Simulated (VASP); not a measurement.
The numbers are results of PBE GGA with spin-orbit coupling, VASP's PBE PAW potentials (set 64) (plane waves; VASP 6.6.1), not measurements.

A VASP calculation is set up with these files.

### KPOINTS
```
K-points
0
G
 6 6 6
0 0 0
```

### INCAR
```
SYSTEM=CsBr
PREC=Accurate; ENCUT=400; LREAL=.False.
LASPH=.True.
EDIFF=1E-6; NELM=100; ALGO=Normal
LMAXMIX=4
ISMEAR=0; SIGMA=0.05
GGA=PE; GGA_COMPAT=.False.
MAGMOM=6*0; LSORBIT=.True.
LWAVE=.False.; LCHARG=.False.
```

KPOINTS_OPT:
```
k-points along high-symmetry lines
8
Line-mode
Reciprocal
  0.000000   0.000000   0.000000 ! GAMMA
  0.000000   0.500000   0.000000 ! X

  0.000000   0.500000   0.000000 ! X
  0.500000   0.500000   0.000000 ! M

  0.500000   0.500000   0.000000 ! M
  0.000000   0.000000   0.000000 ! GAMMA

  0.000000   0.000000   0.000000 ! GAMMA
  0.500000   0.500000   0.500000 ! R

  0.500000   0.500000   0.500000 ! R
  0.000000   0.500000   0.000000 ! X

  0.500000   0.500000   0.500000 ! R
  0.500000   0.500000   0.000000 ! M
```

File POSCAR:
```
CsBr
4.3864560
  0.9999999763   0.0000000000   0.0000000000
  0.0000000000   0.9999999763   0.0000000000
  0.0000000000   0.0000000000   0.9999999763
Cs Br
1 1
direct
  0.0000000000   0.0000000000   0.0000000000
  0.5000000000   0.5000000000   0.5000000000
```

POTCAR, in this order: Cs_sv Br (PBE.64 set). Program: vasp_ncl.

The run wrote:

File OUTCAR:
```
 ion  position               nearest neighbor table
   1  0.000  0.000  0.000-
   2  0.500  0.500  0.500-
  LATTYP: Found a simple cubic cell.
 ALAT       =     4.3864558961
 Subroutine PRICEL returns:
 Original cell was already a primitive cell.
 Subroutine GETGRP returns: Found 48 space group operations
The static configuration has the point symmetry O_h .
The dynamic configuration has the point symmetry O_h .
The overall configuration has the point symmetry O_h .
 Subroutine INISYM returns: Found 48 space group operations
 Subroutine IBZKPT returns following result:
 Found     20 irreducible k-points:

 Following reciprocal coordinates:
            Coordinates               Weight
  0.000000  0.000000  0.000000      1.000000
  0.166667  0.000000  0.000000      6.000000
  0.333333  0.000000  0.000000      6.000000
  0.500000  0.000000  0.000000      3.000000
  0.166667  0.166667  0.000000     12.000000
  0.333333  0.166667  0.000000     24.000000
  0.500000  0.166667  0.000000     12.000000
  0.333333  0.333333  0.000000     12.000000
  0.500000  0.333333  0.000000     12.000000
  0.500000  0.500000  0.000000      3.000000
  0.166667  0.166667  0.166667      8.000000
  0.333333  0.166667  0.166667     24.000000
  0.500000  0.166667  0.166667     12.000000
  0.333333  0.333333  0.166667     24.000000
  0.500000  0.333333  0.166667     24.000000
  0.500000  0.500000  0.166667      6.000000
  0.333333  0.333333  0.333333      8.000000
  0.500000  0.333333  0.333333     12.000000
  0.500000  0.500000  0.333333      6.000000
  0.500000  0.500000  0.500000      1.000000
   k-points           NKPTS =     20   k-points in BZ     NKDIM =     20   number of bands    NBANDS=     24
   number of dos      NEDOS =    301   number of ions     NIONS =      2
   total plane-waves  NPLWV =  27000
...
```

OSZICAR:
```
       N       E                     dE             d eps       ncg     rms          rms(c)
DAV:   1     0.974838108995E+02    0.97484E+02   -0.55311E+03   960   0.906E+02
DAV:   2     0.242066302368E+01   -0.95063E+02   -0.90744E+02  1384   0.179E+02
DAV:   3    -0.639238112265E+01   -0.88130E+01   -0.87856E+01  1224   0.618E+01
DAV:   4    -0.649585948402E+01   -0.10348E+00   -0.10344E+00  1144   0.792E+00
DAV:   5    -0.649680342013E+01   -0.94394E-03   -0.94384E-03  1216   0.742E-01    0.189E+00
DAV:   6    -0.624944699496E+01    0.24736E+00   -0.36548E-01  1104   0.307E+00    0.116E+00
DAV:   7    -0.620883604079E+01    0.40611E-01   -0.20383E-01  1200   0.224E+00    0.777E-01
DAV:   8    -0.621048214301E+01   -0.16461E-02   -0.79005E-03  1144   0.577E-01    0.477E-01
DAV:   9    -0.621198494711E+01   -0.15028E-02   -0.34210E-03  1128   0.490E-01    0.105E-01
DAV:  10    -0.621222530099E+01   -0.24035E-03   -0.84052E-04  1200   0.160E-01    0.566E-02
DAV:  11    -0.621229168466E+01   -0.66384E-04   -0.13492E-04  1096   0.898E-02    0.747E-03
DAV:  12    -0.621229347014E+01   -0.17855E-05   -0.56213E-06  1232   0.161E-02    0.323E-03
DAV:  13    -0.621229389389E+01   -0.42375E-06   -0.80062E-07   840   0.674E-03
   1 F= -.62122939E+01 E0= -.62122939E+01  d E =-.100152E-13  mag=    -0.0000     0.0000     0.0000
       N       E                     dE             ncg
       N       E                     dE             ncg
       N       E                     dE             ncg
```

File OUTCAR:
```
------------------------ aborting loop because EDIFF is reached ----------------------------------------
  FORCE on cell =-STRESS in cart. coord.  units (eV):
  Direction    XX          YY          ZZ          XY          YZ          ZX
  --------------------------------------------------------------------------------------
  Total        0.0171842      0.0171842      0.0171842      0.0000000      0.0000000      0.0000000
  in kB        0.3262114      0.3262114      0.3262114      0.0000000      0.0000000      0.0000000
  external PRESSURE =       0.3262114 kB  Pullay stress =       0.0000000 kB
  volume of cell :       84.40
      direct lattice vectors                 reciprocal lattice vectors
     4.386455896  0.000000000  0.000000000     0.227974480  0.000000000  0.000000000
     0.000000000  4.386455896  0.000000000     0.000000000  0.227974480  0.000000000
     0.000000000  0.000000000  4.386455896     0.000000000  0.000000000  0.227974480
 POSITION                                       TOTAL-FORCE (eV/Angst)
 -----------------------------------------------------------------------------------
      0.00000      0.00000      0.00000         0.000000      0.000000      0.000000
      2.19323      2.19323      2.19323         0.000000      0.000000      0.000000
 -----------------------------------------------------------------------------------
    total drift:                                0.000000      0.000000      0.000000
  FREE ENERGIE OF THE ION-ELECTRON SYSTEM (eV)
  ---------------------------------------------------
  free  energy   TOTEN  =        -6.2122938939 eV

  energy  without entropy=       -6.2122938939  energy(sigma->0) =       -6.21229389

 Ion:    1  E_soc:     -0.3256026

 Ion:    2  E_soc:     -0.0525753
```
(Selected blocks of OUTCAR.)

The compound is CsBr in the CsCl type structure. It was relaxed first, which changed the volume by +7 %.
